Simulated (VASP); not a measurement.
# SrTiO3 (Pm-3m) in VASP: single point with PBE

Aim: the single point of SrTiO3 with PBE.

All numbers are computed with VASP 6.6.1; they aren't measurements. Logs are shortened: lines on timing, memory, paths and dates and some standing lists are left out, and cuts for length are marked.

### 1 Starting point

Symmetry: Pm-3m, No. 221, cubic system. Conventional cell: a = 3.905 Å, b = 3.905 Å, c = 3.905 Å, α = 90.00°, β = 90.00°, γ = 90.00°. Around Sr (site symmetry m-3m) lie 12 O at 2.76 Å. Around Ti (site symmetry m-3m) lie 6 O at 1.95 Å. O (site symmetry 4/mmm) has 2 Ti at 1.95 Å as nearest neighbours.

The cell was built by a generator and isn't the measured one.

### 2 Single point, PBE, non-collinear spin, zero start, spin-orbit coupling

INCAR

```
  ALGO = Normal
  EDIFF = 1E-6
  ENCUT = 520
  GGA = PE
  GGA_COMPAT = False
  ISIF = 2
  ISMEAR = -1
  LASPH = True
  LCHARG = False
  LMAXMIX = 4
  LORBIT = 11
  LREAL = False
  LSORBIT = True
  LWAVE = False
  MAGMOM = 0 0 0 0 0 0 0 0 0 0 0 0 0 0 0
  NELM = 60
  PREC = Accurate
  SIGMA = 0.02
```

KPOINTS

```
k-points
0
Gamma
  12 12 12
```

POSCAR

```
SrTiO3
1.0
    3.9050000000      0.0000000000      0.0000000000
    0.0000000000      3.9050000000      0.0000000000
    0.0000000000      0.0000000000      3.9050000000
Sr Ti O
1 1 3
Direct
    0.0000000000      0.0000000000      0.0000000000
    0.5000000000      0.5000000000      0.5000000000
    0.5000000000      0.5000000000      0.0000000000
    0.5000000000      0.0000000000      0.5000000000
    0.0000000000      0.5000000000      0.5000000000
```

Potentials or basis: VASP PAW PBE potentials, release 64 (Sr_sv, Ti_sv, O).

On the command line:

```console
$ cat potpaw_PBE.64/Sr_sv/POTCAR potpaw_PBE.64/Ti_sv/POTCAR potpaw_PBE.64/O/POTCAR > POTCAR
$ mpirun -np 1 vasp_ncl > vasp.out
```

OUTCAR:

```text
EDIFF = 1E-6
   ENCUT = 520
   GGA = PE
   ISIF = 2
   ISMEAR = -1
   LASPH = True
   LORBIT = 11
   LREAL = False
   LSORBIT = True
   NELM = 60
   PREC = Accurate

 ion  position               nearest neighbor table
   1  0.000  0.000  0.000-   3 2.76   4 2.76   5 2.76   4 2.76   5 2.76   3 2.76   5 2.76   5 2.76
                             3 2.76   4 2.76   4 2.76   3 2.76   2 3.38   2 3.38   2 3.38   2 3.38
   2  0.500  0.500  0.500-   3 1.95   4 1.95   5 1.95   3 1.95   4 1.95   5 1.95   1 3.38   1 3.38
                             1 3.38   1 3.38   1 3.38   1 3.38   1 3.38   1 3.38
   3  0.500  0.500  0.000-   2 1.95   2 1.95   1 2.76   1 2.76   1 2.76   1 2.76
   4  0.500  0.000  0.500-   2 1.95   2 1.95   1 2.76   1 2.76   1 2.76   1 2.76
   5  0.000  0.500  0.500-   2 1.95   2 1.95   1 2.76   1 2.76   1 2.76   1 2.76

  LATTYP: Found a simple cubic cell.
 ALAT       =     3.9050000000

  Lattice vectors:

 A1 = (   3.9050000000,   0.0000000000,   0.0000000000)
 A2 = (   0.0000000000,   3.9050000000,   0.0000000000)
 A3 = (   0.0000000000,   0.0000000000,   3.9050000000)

Analysis of symmetry for initial positions (statically):
=====================================================================
 Subroutine PRICEL returns:
 Original cell was already a primitive cell.

 Routine SETGRP: Setting up the symmetry group for a
 simple cubic supercell.

 Subroutine GETGRP returns: Found 48 space group operations
 (whereof 48 operations were pure point group operations)
 out of a pool of 48 trial point group operations.

The static configuration has the point symmetry O_h .

Analysis of symmetry for dynamics (positions and initial velocities):
=====================================================================
 Subroutine PRICEL returns:
 Original cell was already a primitive cell.

 Routine SETGRP: Setting up the symmetry group for a
 simple cubic supercell.

 Subroutine GETGRP returns: Found 48 space group operations
 (whereof 48 operations were pure point group operations)
 out of a pool of 48 trial point group operations.

The dynamic configuration has the point symmetry O_h .

Analysis of structural, dynamic, and magnetic symmetry:
=====================================================================
 Subroutine PRICEL returns:
 Original cell was already a primitive cell.

 Routine SETGRP: Setting up the symmetry group for a
 simple cubic supercell.

 Subroutine GETGRP returns: Found 48 space group operations
 (whereof 48 operations were pure point group operations)
 out of a pool of 48 trial point group operations.

The overall configuration has the point symmetry O_h .

 Subroutine INISYM returns: Found 48 space group operations
 (whereof 48 operations are pure point group operations),
 and found     1 'primitive' translations

----------------------------------------------------------------------------------------

                                     Primitive cell

  volume of cell :      59.5474

  direct lattice vectors                    reciprocal lattice vectors
     3.905000000  0.000000000  0.000000000     0.256081946  0.000000000  0.000000000
     0.000000000  3.905000000  0.000000000     0.000000000  0.256081946  0.000000000
     0.000000000  0.000000000  3.905000000     0.000000000  0.000000000  0.256081946

  length of vectors
     3.905000000  3.905000000  3.905000000     0.256081946  0.256081946  0.256081946

  position of ions in fractional coordinates (direct lattice)
     0.000000000  0.000000000  0.000000000
     0.500000000  0.500000000  0.500000000
     0.500000000  0.500000000  0.000000000
     0.500000000  0.000000000  0.500000000
     0.000000000  0.500000000  0.500000000

  ion indices of the primitive-cell ions
   primitive index   ion index
                 1           1
                 2           2
                 3           3
                 4           4
                 5           5

----------------------------------------------------------------------------------------

[... 99 lines left out ...]
   LRPA    =     F    only Hartree local field effects (RPA)
  energy-cutoff  :      520.00
  volume of cell :       59.55
 maximum number of plane-waves:      3256
 NGX is ok and might be reduce to    30
   NGX = 15   NGY = 15   NGZ = 15

 number of electron      40.0000005 magnetization       0.0000000     -0.0000000     -0.0000000

 number of electron      40.0000005 magnetization      -0.0000000      0.0000000      0.0000000

 number of electron      40.0000005 magnetization      -0.0000000     -0.0000000     -0.0000000

 number of electron      40.0000005 magnetization       0.0000000      0.0000000      0.0000000

 Free energy of the ion-electron system (eV)
  ---------------------------------------------------
  ext. energy  EPLUGINS =         0.00000000
  ---------------------------------------------------
  free energy    TOTEN  =       -40.16848485 eV

  energy without entropy =      -40.16848485  energy(sigma->0) =      -40.16848485

 E-fermi :   4.6534     XC(G=0): -11.2712

 val. band max:        4.1707900700   @ k =   0.5000   0.5000   0.5000
 cond. band min:       6.0119220791   @ k =   0.0000   0.0000   0.0000
 fundamental gap:      1.8411320091
 Fermi energy:         4.6533522948

 k-point     1 :       0.0000    0.0000    0.0000
  band No.  band energies     occupation
      1     -52.2988      1.00000
      2     -52.2988      1.00000
      3     -28.9774      1.00000
      4     -28.9774      1.00000
      5     -28.6199      1.00000
      6     -28.6199      1.00000
[... 1213 lines left out ...]
     47       9.3555      0.00000
     48       9.3555      0.00000

 [... further k-points ...]

------------------------ aborting loop because EDIFF is reached ----------------------------------------

  FORCE on cell =-STRESS in cart. coord.  units (eV):
  Direction    XX          YY          ZZ          XY          YZ          ZX
  --------------------------------------------------------------------------------------
  -------------------------------------------------------------------------------------
  Total        1.8535527      1.8535527      1.8535527     -0.0000000     -0.0000000      0.0000000
  in kB       49.8714984     49.8714984     49.8714984     -0.0000000     -0.0000000      0.0000000
  external PRESSURE =      49.8714984 kB  Pullay stress =       0.0000000 kB

 VOLUME and BASIS-vectors are now :
 -----------------------------------------------------------------------------
  energy-cutoff  :      520.00
  volume of cell :       59.55
      direct lattice vectors                 reciprocal lattice vectors
     3.905000000  0.000000000  0.000000000     0.256081946  0.000000000  0.000000000
     0.000000000  3.905000000  0.000000000     0.000000000  0.256081946  0.000000000
     0.000000000  0.000000000  3.905000000     0.000000000  0.000000000  0.256081946

 POSITION                                       TOTAL-FORCE (eV/Angst)
 -----------------------------------------------------------------------------------
      0.00000      0.00000      0.00000         0.000000      0.000000      0.000000
      1.95250      1.95250      1.95250         0.000000      0.000000      0.000000
      1.95250      1.95250      0.00000         0.000000      0.000000      0.000000
      1.95250      0.00000      1.95250         0.000000      0.000000      0.000000
      0.00000      1.95250      1.95250         0.000000      0.000000      0.000000
 -----------------------------------------------------------------------------------
    total drift:                                0.000000      0.000000      0.000000

  FREE ENERGIE OF THE ION-ELECTRON SYSTEM (eV)
  ---------------------------------------------------
  free  energy   TOTEN  =       -40.1684848510 eV

  energy  without entropy=      -40.1684848510  energy(sigma->0) =      -40.16848485

 Spin-Orbit-Coupling matrix elements

 Ion:    1  E_soc:     -0.1742511
 l=   1
     0.0000000    -0.0290225    -0.0290225
    -0.0290225     0.0000000    -0.0290225
    -0.0290225    -0.0290225     0.0000000
 l=   2
     0.0000000    -0.0000044     0.0000000    -0.0000044    -0.0000150
    -0.0000044     0.0000000    -0.0000113    -0.0000044    -0.0000038
     0.0000000    -0.0000113     0.0000000    -0.0000113     0.0000000
    -0.0000044    -0.0000044    -0.0000113     0.0000000    -0.0000038
    -0.0000150    -0.0000038     0.0000000    -0.0000038     0.0000000
 l=   3
     0.0000000     0.0000000     0.0000000     0.0000000     0.0000000     0.0000000     0.0000000
     0.0000000     0.0000000     0.0000000     0.0000000     0.0000000     0.0000000     0.0000000
     0.0000000     0.0000000     0.0000000     0.0000000     0.0000000     0.0000000     0.0000000
     0.0000000     0.0000000     0.0000000     0.0000000     0.0000000     0.0000000     0.0000000
[... 69 lines left out ...]
 l=   2
     0.0000000     0.0000000     0.0000000     0.0000000     0.0000000
     0.0000000     0.0000000     0.0000000     0.0000000     0.0000000
     0.0000000     0.0000000     0.0000000     0.0000000     0.0000000
     0.0000000     0.0000000     0.0000000     0.0000000     0.0000000
     0.0000000     0.0000000     0.0000000     0.0000000     0.0000000
 l=   3
     0.0000000     0.0000000     0.0000000     0.0000000     0.0000000     0.0000000     0.0000000
     0.0000000     0.0000000     0.0000000     0.0000000     0.0000000     0.0000000     0.0000000
     0.0000000     0.0000000     0.0000000     0.0000000     0.0000000     0.0000000     0.0000000
     0.0000000     0.0000000     0.0000000     0.0000000     0.0000000     0.0000000     0.0000000
     0.0000000     0.0000000     0.0000000     0.0000000     0.0000000     0.0000000     0.0000000
     0.0000000     0.0000000     0.0000000     0.0000000     0.0000000     0.0000000     0.0000000
     0.0000000     0.0000000     0.0000000     0.0000000     0.0000000     0.0000000     0.0000000

 total charge

# of ion       s       p       d       tot
------------------------------------------
    1        1.999   5.817   0.202   8.017
    2        2.231   6.321   1.761  10.313
    3        1.565   3.494   0.000   5.058
    4        1.565   3.494   0.000   5.058
    5        1.565   3.494   0.000   5.058
--------------------------------------------------
tot          8.924  22.618   1.963  33.504

 magnetization (x)

# of ion       s       p       d       tot
------------------------------------------
    1       -0.000   0.000   0.000  -0.000
    2        0.000  -0.000   0.000  -0.000
    3        0.000  -0.000   0.000   0.000
    4       -0.000  -0.000   0.000  -0.000
    5        0.000  -0.000   0.000  -0.000
--------------------------------------------------
tot          0.000  -0.000   0.000  -0.000

 magnetization (y)

# of ion       s       p       d       tot
------------------------------------------
    1        0.000  -0.000   0.000   0.000
    2        0.000  -0.000   0.000   0.000
    3        0.000   0.000   0.000   0.000
    4       -0.000  -0.000   0.000  -0.000
    5       -0.000   0.000   0.000  -0.000
--------------------------------------------------
tot         -0.000  -0.000   0.000  -0.000

 magnetization (z)

# of ion       s       p       d       tot
------------------------------------------
    1       -0.000   0.000   0.000  -0.000
    2       -0.000  -0.000   0.000  -0.000
    3       -0.000  -0.000   0.000  -0.000
    4        0.000  -0.000   0.000  -0.000
    5        0.000   0.000   0.000   0.000
--------------------------------------------------
tot         -0.000  -0.000   0.000  -0.000
```

It took 6.1 min on 1 thread of Intel Xeon 6975P-C (Granite Rapids), shared host; peak memory 0.52 GiB.

What came out:

```
Free energy                                           : -40.1685 eV
Pressure                                              : 5.0 GPa
Net moment                                            : 0.00 μB per cell
Valence electrons inside the program's atomic spheres : Sr 8.02; Ti 10.31; O 5.06
```

Moments on the atoms (μB; x, y, z):
```
Sr  0.00 0.00 0.00
Ti  0.00 0.00 0.00
O   0.00 0.00 0.00
O   0.00 0.00 0.00
O   0.00 0.00 0.00
```
